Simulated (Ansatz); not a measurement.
Computed with DFT PBE, scalar-relativistic, plane waves, PAW (Ansatz 0.2.0). All cells share a 420 eV cutoff and Γ-centred k meshes spaced at most about 0.3 Å⁻¹ (about 0.25 or finer for metals, 2π included). No spin polarisation.

Temperature and zero-point effects are left out.

Question: Order these relaxed structures of Hf₅S₃ by energy, lowest first, with the energy over the lowest of them.
A. Space group I4/mcm (No. 140), tetragonal, a = 6.698 Å, c = 12.427 Å. Around Hf on a site of symmetry 4/m lie 4 S at 2.55 Å, 2 S at 3.11 Å and 8 Hf at 3.15 Å; Hf on a site of symmetry m has 1 S at 2.62 Å, 4 S at 2.79–2.81 Å and 6 Hf at 2.97–3.23 Å; S on a site of symmetry m2m is surrounded by 4 Hf at 2.55–2.62 Å, 4 Hf at 2.79 Å and 1 S at 2.86 Å; S on a site of symmetry 422 is surrounded by 8 Hf at 2.81 Å and 2 Hf at 3.11 Å.
B. Space group P4/mmm (No. 123), tetragonal, a = 3.192 Å, c = 14.258 Å. Hf on a site of symmetry 4mm has 4 S at 2.84 Å and 9 Hf at 3.19–3.27 Å; around Hf on a second site of symmetry 4mm lie 8 S at 2.74–2.77 Å and 6 Hf at 3.19–3.27 Å; Hf on a site of symmetry 4/mmm is surrounded by 12 Hf at 3.19 Å; S on a site of symmetry 4mm is surrounded by 8 Hf at 2.74–2.84 Å and 5 S at 3.16–3.19 Å; 1 more site not described.
C. Space group P-6m2 (No. 187), hexagonal, a = 3.355 Å, c = 15.511 Å. Hf on a site of symmetry 3m has 3 S at 2.65 Å and 3 Hf at 3.11 Å; Hf on a site of symmetry -6m2 is surrounded by 6 S at 2.60 Å; around Hf on a second site of symmetry 3m lie 3 S at 2.62 Å and 3 Hf at 3.11 Å; S on a site of symmetry 3m is surrounded by 6 Hf at 2.60–2.65 Å; 1 more site not described.

Answer: C (0 meV/atom), A (275 meV/atom), B (314 meV/atom). Counting S atoms around Hf (those within 1.25 times the shortest such distance or 1.15 times the sum of covalent radii; a plus sign parts nearer from farther groups; the shortest distance is added where it is long for a bond; a slash parts the counts of unlike sites): C has Hf 3/6; A has Hf 5/4+2; B has Hf 2 from 4.0 Å/4/8. All come from invented guesses.

Spin–orbit coupling, which can matter for Hf, is left out. Cells relaxed within their symmetry can be saddle points. Some types were kept out of the candidates beforehand, so the set may lack a known form.
